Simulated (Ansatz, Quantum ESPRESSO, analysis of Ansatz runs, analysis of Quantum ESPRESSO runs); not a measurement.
# Substitutional N in diamond: charge-transition level against experiment (Quantum ESPRESSO)

Subject: substitutional N in diamond. Wanted: its charge-transition level, in one set-up (PBE, PseudoDojo 0.4.1 SR PBE standard, 32-site cell, PBE lattice, k: the single point 1/4 1/4 1/4 then 2x2x2 shifted, started with the impurity moved along one bond, start relaxed with Ansatz). The model is a cell of 32 host atoms with 1 C taken out and 1 N put in. The level is the Fermi energy at which two charge states have equal formation energy, after a correction for the images of the charge. Other potentials or another program check that the number doesn't hang on one set of files.

Measured beforehand: (+1/0) level below the conduction-band bottom: 1.7 eV (quoted in “Hunting the elusive shallow n-type donor – An ab initio study of Li and N co-doped diamond”, 2021, S. Conejeros et al., quoting earlier work (1969)). The runs below try to reproduce this.

Calculated with Quantum ESPRESSO 7.5; Quantum ESPRESSO plane-wave DFT, PBE, PseudoDojo 0.4.1 SR PBE standard potentials; relaxation of all atoms of a defect supercell.

### Step 1. The starting structure

The cell holds 32 atoms: 31 C and 1 N. Cell: a = 6.186 Å, b = 6.186 Å, c = 6.186 Å, α = 109.5°, β = 109.5°, γ = 109.5°. It derives from C (space group Fd-3m). Nearest the centre at fractional (0.500, 0.500, 0.500): N11 at 0.01 Å, C32 at 1.55 Å, C26 at 1.56 Å, C23 at 1.56 Å, C27 at 1.57 Å, C16 at 2.51 Å, C4 at 2.52 Å, C13 at 2.52 Å. The cell carries charge +1.

The host's primitive cell comes from a first run (Quantum ESPRESSO plane-wave DFT, PBE, PseudoDojo 0.4.1 SR PBE standard potentials; relaxation of cell and atoms of a defect-free cell): vectors of 2.526, 2.526 and 2.526 Å. That is 5.70 Å³ an atom, 0.4 % over the diffraction cell's volume. The supercell is built on it.

This program's steps are dear, so the start below was first relaxed with Ansatz (plane-wave PAW DFT, PBE; 3.8 s).

### Step 2. Relaxation, charge +1

Every later number rests on the structure around the defect, so the atoms are relaxed at the host's lattice first.

pw.in reads:

```
&CONTROL
  calculation = 'relax'
  prefix = 'pwscf'
  outdir = './tmp'
  pseudo_dir = './pseudo'
  tprnfor = .true.
  disk_io = 'low'
  nstep = 70
  forc_conv_thr = 0.00078
  etot_conv_thr = 0.0001
/
&SYSTEM
  ibrav = 0
  nat = 32
  ntyp = 2
  ecutwfc = 84
  nbnd = 68
  occupations = 'smearing'
  smearing = 'fd'
  degauss = 0.00073499
  tot_charge = 1
  nosym = .true.
/
&ELECTRONS
  conv_thr = 3d-08
  electron_maxstep = 100
  mixing_beta = 0.5
/
&IONS
  ion_dynamics = 'bfgs'
/
ATOMIC_SPECIES
C     12.0110 C.upf
N     14.0070 N.upf
CELL_PARAMETERS angstrom
  -3.5717645206    3.5717645206    3.5717645206
   3.5717645206   -3.5717645206    3.5717645206
   3.5717645206    3.5717645206   -3.5717645206
ATOMIC_POSITIONS crystal
C     -0.0015123884   -0.0011850802    0.4980223152
C     -0.0009412544    0.2482064092    0.2474153217
C     -0.0015151764    0.4988091551   -0.0019770571
C     -0.0020869652    0.7476285928    0.7468402748
C      0.2478787057   -0.0006099402    0.2474140800
C      0.2478771808    0.2482042354   -0.0014027970
C      0.2496643128    0.4988121596    0.7486364812
C      0.2496672457    0.7494261273    0.4980223554
C      0.4984841953   -0.0011858131   -0.0019760612
C      0.4984860554    0.2499897929    0.7486347303
N      0.4984915797    0.4988184427    0.4980288529
C      0.4984844786    0.7494239815    0.2492033453
C      0.7473010463   -0.0017587521    0.7468402913
C      0.7491006570    0.2499897614    0.4980209859
C      0.7491002044    0.4988130975    0.2492020796
C      0.7473040730    0.7476342540   -0.0025425072
C     -0.0014943850   -0.0011654172    0.2478430693
C     -0.0014923536    0.2486345627   -0.0019537846
C     -0.0015375256    0.4988099565    0.7478249285
C     -0.0015350214    0.7486169069    0.4980249721
C      0.2483079393   -0.0011662162   -0.0019554906
C      0.2486859623    0.2490113971    0.7482019384
C      0.2465903151    0.4988193335    0.4980304471
C      0.2486835068    0.7489914611    0.2482212385
C      0.4984841568   -0.0012085438    0.7478252027
C      0.4984948113    0.2469211999    0.4980290845
C      0.4984930600    0.4988192088    0.2461261211
C      0.4984836011    0.7486165203   -0.0019994168
C      0.7482881154   -0.0012087854    0.4980242558
C      0.7486636772    0.2490106990    0.2482214487
C      0.7482871975    0.4988108493   -0.0020003726
C      0.7503855884    0.7507133437    0.7499266278
K_POINTS crystal
1
0.25 0.25 0.25 1.0
```

Run with:

```sh
$ OMP_NUM_THREADS=1 mpirun -n 4 pw.x -in pw.in > pw.out
```

Log:

```text
This program is part of the open-source Quantum ESPRESSO suite
     for quantum simulation of materials; please cite
         "P. Giannozzi et al., J. Phys.:Condens. Matter 21 395502 (2009);
         "P. Giannozzi et al., J. Phys.:Condens. Matter 29 465901 (2017);
         "P. Giannozzi et al., J. Chem. Phys. 152 154105 (2020);
          URL
     in publications or presentations arising from this work. More details at

     Subspace diagonalization in iterative solution of the eigenvalue problem:
     a serial algorithm will be used

     --------------------
     sticks:   dense  smooth     PW     G-vecs:    dense   smooth      PW
     Min         864     864    235                32051    32051    4543
     Max         865     865    236                32053    32053    4544
     Sum        3457    3457    941               128207   128207   18173

     Using Slab Decomposition

     bravais-lattice index     =            0
     lattice parameter (alat)  =      11.6907  a.u.
     unit-cell volume          =    1229.9998 (a.u.)^3
     number of atoms/cell      =           32
     number of atomic types    =            2
     number of electrons       =       128.00
     number of Kohn-Sham states=           68
     kinetic-energy cutoff     =      84.0000  Ry
     charge density cutoff     =     336.0000  Ry
     scf convergence threshold =      3.0E-08
     mixing beta               =       0.5000
     number of iterations used =            8  plain     mixing
     energy convergence thresh.=      1.0E-04
     force convergence thresh. =      7.8E-04
     Exchange-correlation= PBE
                           (   1   4   3   4   0   0   0)
     nstep                     =           70

     celldm(1)=  11.690748  celldm(2)=   0.000000  celldm(3)=   0.000000
     celldm(4)=   0.000000  celldm(5)=   0.000000  celldm(6)=   0.000000

     crystal axes: (cart. coord. in units of alat)
               a(1) = (  -0.577350   0.577350   0.577350 )
               a(2) = (   0.577350  -0.577350   0.577350 )
               a(3) = (   0.577350   0.577350  -0.577350 )

     reciprocal axes: (cart. coord. in units 2 pi/alat)
               b(1) = ( -0.000000  0.866025  0.866025 )
               b(2) = (  0.866025 -0.000000  0.866025 )
               b(3) = (  0.866025  0.866025  0.000000 )

     PseudoPot. # 1 for C  read from file:
     C.upf
     Pseudo is Norm-conserving + core correction, Zval =  4.0
     Generated using ONCVPSP code by D. R. Hamann
     Using radial grid of 1248 points,  4 beta functions with:
                l(1) =   0
                l(2) =   0
                l(3) =   1
                l(4) =   1

     PseudoPot. # 2 for N  read from file:
     N.upf
     Pseudo is Norm-conserving + core correction, Zval =  5.0
     Generated using ONCVPSP code by D. R. Hamann
     Using radial grid of 1058 points,  4 beta functions with:
                l(1) =   0
                l(2) =   0
                l(3) =   1
                l(4) =   1

     atomic species   valence    mass     pseudopotential
     C                 4.00    12.01100     C ( 1.00)
     N                 5.00    14.00700     N ( 1.00)

     No symmetry found

   Cartesian axes

     site n.     atom                  positions (alat units)
         1        C      tau(   1) = (   0.2877223   0.2873443  -0.2890907  )
         2        C      tau(   2) = (   0.2866908  -0.0010002  -0.0000867  )
         3        C      tau(   3) = (   0.2877209  -0.2900038   0.2882543  )
         4        C      tau(   4) = (   0.8640369  -0.0016600  -0.0007498  )
         5        C      tau(   5) = (  -0.0006204   0.2863096  -0.0000839  )
         6        C      tau(   6) = (  -0.0006211  -0.0009987   0.2872226  )
         7        C      tau(   7) = (   0.5760711   0.2883799  -0.0000924  )
         8        C      tau(   8) = (   0.5760693  -0.0010026   0.2892935  )
         9        C      tau(   9) = (  -0.2896255   0.2873437   0.2882562  )
        10        C      tau(  10) = (   0.2887551   0.5756938  -0.0000917  )
        11        N      tau(  11) = (   0.2877258   0.2873484   0.2882601  )
        12        C      tau(  12) = (   0.2887576  -0.0010024   0.5766027  )
        13        C      tau(  13) = (  -0.0012814   0.8636583  -0.0007494  )
        14        C      tau(  14) = (  -0.0006293   0.5756944   0.2892926  )
        15        C      tau(  15) = (  -0.0006264   0.2883802   0.5766062  )
        16        C      tau(  16) = (  -0.0012773  -0.0016585   0.8645710  )
        17        C      tau(  17) = (   0.1432822   0.1429023  -0.1446279  )
[...]
25        C      tau(  25) = (   0.1432594   0.7202548  -0.1446549  )
        26        C      tau(  26) = (   0.1422911   0.4327833   0.1428289  )
        27        C      tau(  27) = (   0.1422893   0.1419127   0.4336975  )
        28        C      tau(  28) = (   0.1432599  -0.1455687   0.7211680  )
        29        C      tau(  29) = (  -0.1451878   0.7202567   0.1437920  )
        30        C      tau(  30) = (  -0.1451641   0.4317855   0.4326968  )
        31        C      tau(  31) = (  -0.1451902   0.1428803   0.7211673  )
        32        C      tau(  32) = (   0.4331596   0.4327811   0.4336895  )

     number of k points=     1  Fermi-Dirac smearing, width (Ry)=  0.0007
                       cart. coord. in units 2pi/alat
        k(    1) = (   0.4330127   0.4330127   0.4330127), wk =   2.0000000

     Dense  grid:   128207 G-vectors     FFT dimensions: (  72,  72,  72)

     Initial potential from superposition of free atoms

     starting charge     128.9986, renormalised to     128.0000
     Starting wfcs are  128 randomized atomic wfcs

     Self-consistent Calculation

     iteration #  1     ecut=    84.00 Ry     beta= 0.50
     Davidson diagonalization with overlap
     ethr =  1.00E-02,  avg # of iterations =  3.0

     total energy              =    -394.68961840 Ry
     estimated scf accuracy    <       1.93650051 Ry

     iteration #  2     ecut=    84.00 Ry     beta= 0.50
     Davidson diagonalization with overlap
     ethr =  1.51E-03,  avg # of iterations =  2.0

     total energy              =    -394.70468003 Ry
     estimated scf accuracy    <       0.33946460 Ry

     iteration #  3     ecut=    84.00 Ry     beta= 0.50
     Davidson diagonalization with overlap
     ethr =  2.65E-04,  avg # of iterations =  6.0

     total energy              =    -394.74810439 Ry
     estimated scf accuracy    <       0.04148110 Ry

     iteration #  4     ecut=    84.00 Ry     beta= 0.50
     Davidson diagonalization with overlap
     ethr =  3.24E-05,  avg # of iterations =  6.0

     total energy              =    -394.75754639 Ry
     estimated scf accuracy    <       0.00161828 Ry

     iteration #  5     ecut=    84.00 Ry     beta= 0.50
     Davidson diagonalization with overlap
     ethr =  1.26E-06,  avg # of iterations =  7.0

     total energy              =    -394.75837192 Ry
     estimated scf accuracy    <       0.00020325 Ry

     iteration #  6     ecut=    84.00 Ry     beta= 0.50
     Davidson diagonalization with overlap
     ethr =  1.59E-07,  avg # of iterations =  4.0

     total energy              =    -394.75842978 Ry
     estimated scf accuracy    <       0.00001548 Ry

     iteration #  7     ecut=    84.00 Ry     beta= 0.50
     Davidson diagonalization with overlap
     ethr =  1.21E-08,  avg # of iterations =  3.0

     total energy              =    -394.75843580 Ry
     estimated scf accuracy    <       0.00000089 Ry

     iteration #  8     ecut=    84.00 Ry     beta= 0.50
     Davidson diagonalization with overlap
     ethr =  6.98E-10,  avg # of iterations =  5.0

     total energy              =    -394.75843650 Ry
     estimated scf accuracy    <       0.00000020 Ry

     iteration #  9     ecut=    84.00 Ry     beta= 0.50
     Davidson diagonalization with overlap
     ethr =  1.58E-10,  avg # of iterations =  3.0

     End of self-consistent calculation

          k = 0.4330 0.4330 0.4330 ( 16052 PWs)   bands (ev):

    -8.1787  -6.3272  -6.3271  -6.3271  -4.1520  -2.4035  -2.4035  -2.4034
    -2.0431  -2.0431  -1.9835  -1.9835  -1.9835  -1.9825  -1.9824  -1.9824
     1.5852   2.0562   2.0563   2.0563   2.6118   2.6118   2.6118   2.6344
     2.6345   2.6345   2.6742   2.6742   5.7839   5.7840   5.7840   6.1095
     6.4998   6.4999   6.6340   6.6341   6.6341   6.6359   6.6360   6.6360
     6.7278   6.7278   6.7278   6.8356   8.0568   8.0568   8.0568   8.3851
     8.3852   8.3852   8.5252   8.5252   8.5615   8.5784   8.5785   8.5785
    11.1613  11.1614  11.1614  11.6274  11.6274  11.6509  11.6509  11.6510
    17.6436  18.8138  18.8139  18.8140

     the Fermi energy is    12.1159 ev

!    total energy              =    -394.75843656 Ry
     estimated scf accuracy    <       0.00000002 Ry
     smearing contrib. (-TS)   =       0.00000000 Ry
     internal energy E=F+TS    =    -394.75843656 Ry

     The total energy is F=E-TS. E is the sum of the following terms:
     one-electron contribution =     127.28141156 Ry
     hartree contribution      =      32.75860079 Ry
     xc contribution           =    -139.47067141 Ry
     ewald contribution        =    -415.32777750 Ry

     convergence has been achieved in   9 iterations

     Forces acting on atoms (cartesian axes, Ry/au):

     atom    1 type  1   force =     0.00000350    0.00001507   -0.00002744
     atom    2 type  1   force =     0.00004667    0.00003829    0.00002693
     atom    3 type  1   force =     0.00001536   -0.00001722    0.00002319
     atom    4 type  1   force =     0.00008931   -0.00002476   -0.00002835
     atom    5 type  1   force =     0.00001803    0.00007060    0.00000338
     atom    6 type  1   force =     0.00002413    0.00002300    0.00006723
     atom    7 type  1   force =    -0.00004785   -0.00005501    0.00007413
     atom    8 type  1   force =    -0.00002138    0.00004989   -0.00007849
     atom    9 type  1   force =    -0.00001521    0.00000426    0.00000498
     atom   10 type  1   force =    -0.00003383   -0.00006102    0.00008011
     atom   11 type  2   force =    -0.00000201    0.00000444   -0.00000573
     atom   12 type  1   force =    -0.00005953    0.00004855   -0.00002346
     atom   13 type  1   force =    -0.00003029    0.00010601   -0.00002483
     atom   14 type  1   force =     0.00009411   -0.00005627   -0.00006603
     atom   15 type  1   force =     0.00007106   -0.00006021   -0.00005770
     atom   16 type  1   force =    -0.00007651   -0.00004954    0.00007765
[...]
atom   25 type  1   force =     0.00007633   -0.00003548    0.00004748
     atom   26 type  1   force =    -0.00052789    0.00047010   -0.00054181
     atom   27 type  1   force =    -0.00051001   -0.00051306    0.00044978
     atom   28 type  1   force =     0.00009736    0.00006760   -0.00005993
     atom   29 type  1   force =     0.00002941   -0.00005013    0.00009011
     atom   30 type  1   force =    -0.00008715    0.00003752    0.00005328
     atom   31 type  1   force =     0.00006057    0.00010144   -0.00004597
     atom   32 type  1   force =     0.00048929    0.00047880    0.00050847

     Total force =     0.001804     Total SCF correction =     0.000221
     SCF correction compared to forces is large: reduce conv_thr to get better values

     BFGS Geometry Optimization
     Energy error            =      3.3E-06 Ry
     Gradient error          =      5.4E-04 Ry/Bohr

     bfgs converged in   1 scf cycles and   0 bfgs steps
     (criteria: energy <  1.0E-04 Ry, force <  7.8E-04 Ry/Bohr)

     End of BFGS Geometry Optimization

     Final energy             =    -394.7584365570 Ry
Begin final coordinates

ATOMIC_POSITIONS (crystal)
C               -0.0015123884       -0.0011850802        0.4980223152
C               -0.0009412544        0.2482064092        0.2474153217
C               -0.0015151764        0.4988091551       -0.0019770571
C               -0.0020869652        0.7476285928        0.7468402748
C                0.2478787057       -0.0006099402        0.2474140800
C                0.2478771808        0.2482042354       -0.0014027970
C                0.2496643128        0.4988121596        0.7486364812
C                0.2496672457        0.7494261273        0.4980223554
C                0.4984841953       -0.0011858131       -0.0019760612
C                0.4984860554        0.2499897929        0.7486347303
N                0.4984915797        0.4988184427        0.4980288529
C                0.4984844786        0.7494239815        0.2492033453
C                0.7473010463       -0.0017587521        0.7468402913
C                0.7491006570        0.2499897614        0.4980209859
C                0.7491002044        0.4988130975        0.2492020796
C                0.7473040730        0.7476342540       -0.0025425072
[...]
C                0.4984841568       -0.0012085438        0.7478252027
C                0.4984948113        0.2469211999        0.4980290845
C                0.4984930600        0.4988192088        0.2461261211
C                0.4984836011        0.7486165203       -0.0019994168
C                0.7482881154       -0.0012087854        0.4980242558
C                0.7486636772        0.2490106990        0.2482214487
C                0.7482871975        0.4988108493       -0.0020003726
C                0.7503855884        0.7507133437        0.7499266278
End final coordinates

=------------------------------------------------------------------------------=
   JOB DONE.
=------------------------------------------------------------------------------=
```

Run time: 8 s. Hardware: 4 MPI ranks of Arm Neoverse V2, shared host; peak memory 0.37 GiB.

No atom moved by 0.005 Å in the relaxation.

Neighbours of N11 at the end:

```
atom  distance (Å)
 C32         1.558
 C26         1.558
 C23         1.558
 C27         1.558
  C4         2.523
 C13         2.523
  C5         2.523
 C16         2.523
 C12         2.523
  C6         2.523
  C8         2.523
  C2         2.523
 C10         2.523
  C7         2.523
 C15         2.523
 C14         2.523
```

(Continued in part 2 of 4.)

[Logs are printed without paths, hosts, clocks, repeated set-up lines and the standing remarks that a program may print on its own settings, such as how far it seeks lower states.]

[Hosts, paths, dates, database ids (printed as entryN), source tags and the programs' standing remarks are cut or masked in the printed files.]

[For some hosts the program warned that the k-mesh of the response run may be too coarse for force constants and the static dielectric constant; such warnings are not shown here.]
